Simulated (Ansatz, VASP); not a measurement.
**Two plane-wave programs on C**

```xyz
2
Lattice="0.0000 1.7834 1.7834 1.7834 0.0000 1.7834 1.7834 1.7834 0.0000" Properties=species:S:1:pos:R:3 pbc="T T T"
C     0.0000    0.0000    0.0000
C     0.8917    0.8917    0.8917
```

This isn't the form of C at room conditions, which is graphite.

Alike in both runs: task relaxation of cell and atoms; functional PBE; dispersion D3(BJ); k mesh 12 × 12 × 12; occupations gaussian, width 0.02 eV; no spin polarisation.

|  | VASP | Ansatz |
| --- | --- | --- |
| version | VASP 6.6.1 | Ansatz 0.2.0 |
| potentials or method | VASP PAW PBE potentials, release 64 (C) | scalar-relativistic, plane waves, PAW |
| plane-wave cutoff (eV) | 600 | 420 |
| valence electrons in the cell | 8 | 8 |

Ansatz gave:

- gap on the k mesh at the Fermi level, each at its own relaxed structure (eV): 4.18
- relaxed volume (Å³/atom): 5.62
- relaxed cell length with the largest relative difference (Å): 2.515

Q: Which values does VASP return?

A: gap on the k mesh at the Fermi level, each at its own relaxed structure (eV): 4.17; relaxed volume (Å³/atom): 5.62; relaxed cell length with the largest relative difference (Å): 2.515.
